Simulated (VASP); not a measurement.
Write the native input for VASP 6.6.1 that does the following.

| Property | Result |
| --- | --- |
| Task | relaxation of cell and atoms |
| Functional | PBEsol |
| Potentials or basis | VASP PAW PBE potentials, release 64 (Cd, S) |
| Cutoff | 600 eV |
| k mesh | 8 × 8 × 8 |
| Occupations | gaussian, width 0.03 eV |
| Spin | no spin polarisation |
| Further INCAR settings | ALGO = Normal; EDIFF = 1e-06; IBRION = 2; EDIFFG = -0.01; NSW = 90; ISIF = 3 |

The structure of CdS lies in POSCAR:

```
CdS
1.0
    0.0000000000      2.9165000000      2.9165000000
    2.9165000000      0.0000000000      2.9165000000
    2.9165000000      2.9165000000      0.0000000000
Cd S
1 1
Direct
    0.0000000000      0.0000000000      0.0000000000
    0.2500000000      0.2500000000      0.2500000000
```

One way to write it, as run:

INCAR

```
SYSTEM = CdS
  ALGO = Normal
  EDIFF = 1E-6
  EDIFFG = -0.01
  ENCUT = 600
  GGA = PS
  IBRION = 2
  ISIF = 3
  ISMEAR = 0
  LASPH = .TRUE.
  LCHARG = .FALSE.
  LREAL = .FALSE.
  LWAVE = .FALSE.
  NELM = 80
  NSW = 90
  PREC = Accurate
  SIGMA = 0.03
```

KPOINTS

```
k-points
0
G
  8 8 8
  0 0 0
```

Potentials or basis: VASP PAW PBE potentials, release 64 (Cd, S).

The run is started by

```bash
$ cat potpaw_PBE.64/Cd/POTCAR potpaw_PBE.64/S/POTCAR > POTCAR
$ mpirun -np 1 vasp_std > vasp.out
```

It gave:

The relaxed volume is 24.86 Å³/atom and the relaxed cell is a = 4.127 Å, b = 4.127 Å, c = 4.127 Å, α = 60.00°, β = 60.00°, γ = 60.00°. The space group after relaxing (to 0.05 Å) is F-43m (No. 216) and the energy gained by relaxing is 0.0 meV/atom. The ionic steps are 2, the pressure after relaxing is 0.0 GPa and the band gap on the k mesh is 1.00 eV, direct.

Caveat: the PAW data sets were made with another functional, which shifts forces and pressure a little.

It took 14 s on 1 thread of Intel(R) Xeon(R) 6975P-C (Granite Rapids), on a shared host, peak memory 0.22 GiB.
